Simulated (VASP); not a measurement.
# WC (Fm-3m) in VASP: a series of runs, part 2 of 2

VASP 6.6.1. Earlier steps stand in the parts before.

## (3) Single point, LDA (strain -0.050 along x and y, +0.000 along z, atoms carried along)

Input file INCAR:

```
  ALGO = Fast
  EDIFF = 1E-6
  ENCUT = 520
  ISIF = 2
  ISMEAR = 0
  LASPH = T
  LCHARG = T
  LELF = T
  LREAL = F
  LVHAR = T
  LWAVE = F
  NBANDS = 16
  NELM = 60
  PREC = Accurate
  SIGMA = 0.15
```

Input file KPOINTS:

```
k-points
0
Gamma
  18 18 18
```

Input file POSCAR:

```
WC
1.0
    0.0000000000      2.0830498000      2.1926840000
    2.0830498000      0.0000000000      2.1926840000
    2.0830498000      2.0830498000      0.0000000000
W C
1 1
Direct
    0.0000000000      0.0000000000      0.0000000000
    0.5000000000      0.5000000000      0.5000000000
```

Potentials or basis: VASP PAW LDA potentials, release 64 (W_sv, C).

Launch:

```console
cat potpaw_LDA.64/W_sv/POTCAR potpaw_LDA.64/C/POTCAR > POTCAR
mpirun -np 1 vasp_std > vasp.out
```

OUTCAR:

```text
EDIFF = 1E-6
   ENCUT = 520
   ISIF = 2
   ISMEAR = 0
   LASPH = T
   LREAL = F
   NELM = 60
   PREC = Accurate

 ion  position               nearest neighbor table
   1  0.000  0.000  0.000-   2 2.08   2 2.08   2 2.08   2 2.08   2 2.19   2 2.19
   2  0.500  0.500  0.500-   1 2.08   1 2.08   1 2.08   1 2.08   1 2.19   1 2.19

  LATTYP: Found a body centered tetragonal cell.
 ALAT       =     2.9458772783
 C/A-ratio  =     1.4886458551

  Lattice vectors:

 A1 = (  -2.0830498000,   0.0000000000,   2.1926840000)
 A2 = (   2.0830498000,   0.0000000000,   2.1926840000)
 A3 = (   0.0000000000,   2.0830498000,  -2.1926840000)

Analysis of symmetry for initial positions (statically):
=====================================================================
 Subroutine PRICEL returns:
 Original cell was already a primitive cell.

 Routine SETGRP: Setting up the symmetry group for a
 body centered tetragonal supercell.

 Subroutine GETGRP returns: Found 16 space group operations
 (whereof 16 operations were pure point group operations)
 out of a pool of 16 trial point group operations.

The static configuration has the point symmetry D_4h.

Analysis of symmetry for dynamics (positions and initial velocities):
=====================================================================
 Subroutine PRICEL returns:
 Original cell was already a primitive cell.

 Routine SETGRP: Setting up the symmetry group for a
 body centered tetragonal supercell.

 Subroutine GETGRP returns: Found 16 space group operations
 (whereof 16 operations were pure point group operations)
 out of a pool of 16 trial point group operations.

The dynamic configuration has the point symmetry D_4h.

 Subroutine INISYM returns: Found 16 space group operations
 (whereof 16 operations are pure point group operations),
 and found     1 'primitive' translations

----------------------------------------------------------------------------------------

                                     Primitive cell

  volume of cell :      19.0285

  direct lattice vectors                    reciprocal lattice vectors
     0.000000000  2.083049800  2.192684000    -0.240032667  0.240032667  0.228031034
     2.083049800  0.000000000  2.192684000     0.240032667 -0.240032667  0.228031034
     2.083049800  2.083049800  0.000000000     0.240032667  0.240032667 -0.228031034

  length of vectors
     3.024394087  3.024394087  2.945877278     0.408937056  0.408937056  0.408937056

  position of ions in fractional coordinates (direct lattice)
     0.000000000  0.000000000  0.000000000
     0.500000000  0.500000000  0.500000000

  ion indices of the primitive-cell ions
   primitive index   ion index
                 1           1
                 2           2

----------------------------------------------------------------------------------------

 KPOINTS: k-points

Automatic generation of k-mesh.
 Grid dimensions read from file:
 generate k-points for:   18   18   18

 Generating k-lattice:

  Cartesian coordinates                     Fractional coordinates (reciprocal lattice)
    -0.013335148  0.013335148  0.012668391     0.055555556  0.000000000  0.000000000
     0.013335148 -0.013335148  0.012668391     0.000000000  0.055555556  0.000000000
     0.013335148  0.013335148 -0.012668391    -0.000000000 -0.000000000  0.055555556

  Length of vectors
     0.022718725  0.022718725  0.022718725

  Shift w.r.t. Gamma in fractional coordinates (k-lattice)
     0.000000000  0.000000000  0.000000000

 Subroutine IBZKPT returns following result:
 ===========================================

 Found    480 irreducible k-points:

 Following reciprocal coordinates:
            Coordinates               Weight
  0.000000  0.000000  0.000000      1.000000
  0.055556  0.000000  0.000000      8.000000
  0.111111  0.000000  0.000000      8.000000
  0.166667  0.000000  0.000000      8.000000
  0.222222 -0.000000  0.000000      8.000000
  0.277778  0.000000  0.000000      8.000000
[... 16 lines left out ...]
 -0.277778  0.055556  0.000000      8.000000
 -0.222222  0.055556  0.000000      8.000000
 [... further k-points ...]
   k-points           NKPTS =    480   k-points in BZ     NKDIM =    480   number of bands    NBANDS=     16
   number of dos      NEDOS =    301   number of ions     NIONS =      2
   total plane-waves  NPLWV =  13824
   dimension x,y,z NGX =    24 NGY =   24 NGZ =   24
   dimension x,y,z NGXF=    48 NGYF=   48 NGZF=   48
   ions per type =               1   1
   NGX,Y,Z   is equivalent  to a cutoff of  13.19, 13.19, 13.54 a.u.
   NGXF,Y,Z  is equivalent  to a cutoff of  26.38, 26.38, 27.09 a.u.
 SYSTEM =  unknown system
   PREC   = accura    normal or accurate (medium, high low for compatibility)
   ISTART =      0    job   : 0-new  1-cont  2-samecut
   ICHARG =      2    charge: 1-file 2-atom 10-const
   ISPIN  =      1    spin polarized calculation?
   LNONCOLLINEAR =      F non collinear calculations
   LSORBIT =      F    spin-orbit coupling
   LASPH  =      T    aspherical Exc in radial PAW
   ENCUT  =  520.0 eV  38.22 Ry    6.18 a.u.   5.62  5.62  5.48*2*pi/ulx,y,z
   NELM   =     60;   NELMIN=  2; NELMDL= -5     # of ELM steps
   EDIFF  = 0.1E-05   stopping-criterion for ELM
   LREAL  =      F    real-space projection
   EDIFFG = 0.1E-04   stopping-criterion for IOM
   NSW    =      0    number of steps for IOM
   IBRION =     -1    ionic relax: 0-MD 1-quasi-New 2-CG
   NFREE  =      0    steps in history (QN), initial steepest desc. (CG)
   ISIF   =      2    stress and relaxation
   ISYM   =      2    0-nonsym 1-usesym 2-fastsym
   POTIM  = 0.5000    time-step for ionic-motion
   TEBEG  =    0.0;   TEEND  =   0.0 temperature during run
   PSTRESS=    0.0 pullay stress
   NELECT =      18.0000    total number of electrons
   NUPDOWN=      -1.0000    fix difference up-down
   EMIN   =  10.00;   EMAX   =-10.00  energy-range for DOS
   EFERMI =   0.00;   METHOD = LEGACY
   ISMEAR =     0;   SIGMA  =   0.15  broadening in eV -4-tet -1-fermi 0-gaus
   EFERMI_NEDOS =   21; number of points for ismear=-14 and -15
   IALGO  =     68    algorithm
   IMIX   =      4    mixing-type and parameters
     AMIX     =   0.40;   BMIX     =  1.00
     AMIX_MAG =   1.60;   BMIX_MAG =  1.00
  volume/ion in A,a.u.               =       9.51        64.21
  Fermi-wavevector in a.u.,A,eV,Ry     =   1.607054  3.036892 35.138726  2.582624
  Thomas-Fermi vector in A             =   2.703144
   LORBIT       =      0    0 simple, 1 ext, 2 COOP (PROOUT), +10 PAW based schemes
   GGA     = CA    functional components
   LHFCALC =     F    Hartree Fock is set to
   AEXX    =    0.0000 exact exchange contribution
   IVDW    =     0    specifies the selected vdW correction
   LEPSILON=     F    determine dielectric tensor
   LRPA    =     F    only Hartree local field effects (RPA)
 non-spin polarized calculation
 RMM-DIIS sequential band-by-band and
 Gauss-broadening in eV      SIGMA  =   0.15
  energy-cutoff  :      520.00
  volume of cell :       19.03
 maximum number of plane-waves:       540
   NGX = 11   NGY = 11   NGZ = 11

 number of electron      18.0000002 magnetization

 Free energy of the ion-electron system (eV)
  ---------------------------------------------------
  ext. energy  EPLUGINS =         0.00000000
  ---------------------------------------------------
  free energy    TOTEN  =       -23.61196260 eV

  energy without entropy =      -23.60251537  energy(sigma->0) =      -23.60723899

 E-fermi :  13.9088     XC(G=0): -14.4610

 val. band max:       13.8976491299   @ k =   0.3333   0.0556   0.0000
 cond. band min:      13.9100168267   @ k =  -0.3889   0.1111   0.2222
 fundamental gap:      0.0123676968
 Fermi energy:        13.9087561740

 k-point     1 :       0.0000    0.0000    0.0000
  band No.  band energies     occupation
      1     -60.9615      2.00000
      2     -25.2063      2.00000
      3     -25.2063      2.00000
      4     -25.1934      2.00000
      5      -2.5921      2.00000
      6      10.3000      2.00000
[... 8 lines left out ...]
     15      23.5579      0.00000
     16      38.7698      0.00000
[... 419 lines left out ...]
 k-point    24 :      -0.2222    0.0556    0.0000
  band No.  band energies     occupation
      1     -60.9292      2.00000
      2     -25.6546      2.00000
      3     -25.2794      2.00000
      4     -25.2207      2.00000
      5      -0.7360      2.00000
      6       7.2579      2.00000
[... 8 lines left out ...]
     15      26.8901      0.00000
     16      31.6576      0.00000

 [... further k-points ...]

------------------------ aborting loop because EDIFF is reached ----------------------------------------

  FORCE on cell =-STRESS in cart. coord.  units (eV):
  Direction    XX          YY          ZZ          XY          YZ          ZX
  --------------------------------------------------------------------------------------
  -------------------------------------------------------------------------------------
  Total        5.5537952      5.5537952      0.6224370      0.0000000     -0.0000000      0.0000000
  in kB      467.6221742    467.6221742     52.4083676      0.0000000     -0.0000000      0.0000000
  external PRESSURE =     329.2175720 kB  Pullay stress =       0.0000000 kB

 VOLUME and BASIS-vectors are now :
 -----------------------------------------------------------------------------
  energy-cutoff  :      520.00
  volume of cell :       19.03
      direct lattice vectors                 reciprocal lattice vectors
     0.000000000  2.083049800  2.192684000    -0.240032667  0.240032667  0.228031034
     2.083049800  0.000000000  2.192684000     0.240032667 -0.240032667  0.228031034
     2.083049800  2.083049800  0.000000000     0.240032667  0.240032667 -0.228031034

 POSITION                                       TOTAL-FORCE (eV/Angst)
 -----------------------------------------------------------------------------------
      0.00000      0.00000      0.00000        -0.000000      0.000000     -0.000000
      2.08305      2.08305      2.19268         0.000000     -0.000000      0.000000
 -----------------------------------------------------------------------------------
    total drift:                                0.000000     -0.000000     -0.000000

  FREE ENERGIE OF THE ION-ELECTRON SYSTEM (eV)
  ---------------------------------------------------
  free  energy   TOTEN  =       -23.6119626021 eV

  energy  without entropy=      -23.6025153738  energy(sigma->0) =      -23.60723899
```

stdout:

```text
POSCAR found type information on POSCAR W C
 POSCAR found :  2 types and       2 ions
 scaLAPACK will be used
 LDA part: xc-table for (Slater(with rela. corr.)+CA(PZ))
 , standard interpolation
 POSCAR, INCAR and KPOINTS ok, starting setup
 FFT: planning ... GRIDC
 FFT: planning ... GRID_SOFT
 FFT: planning ... GRID
 WAVECAR not read
 entering main loop
WARNING in EDDRMM: call to ZHEGV failed, returncode =   8  4     14
```

Run time: 47 s. Hardware: 1 thread of Intel Xeon 6975P-C (Granite Rapids), shared host; peak memory 0.26 GiB.

What came out:

| Property | Result |
| --- | --- |
| Free energy | -23.6120 eV |
| Pressure | 32.9 GPa |
| Band gap on the k mesh | none (metal or under the smearing width) |

Caveat: so large a pressure means that the cell lies far from this level's equilibrium, or that cutoff or potentials fall short. The run has no spin-orbit coupling, so splittings on W are missing.
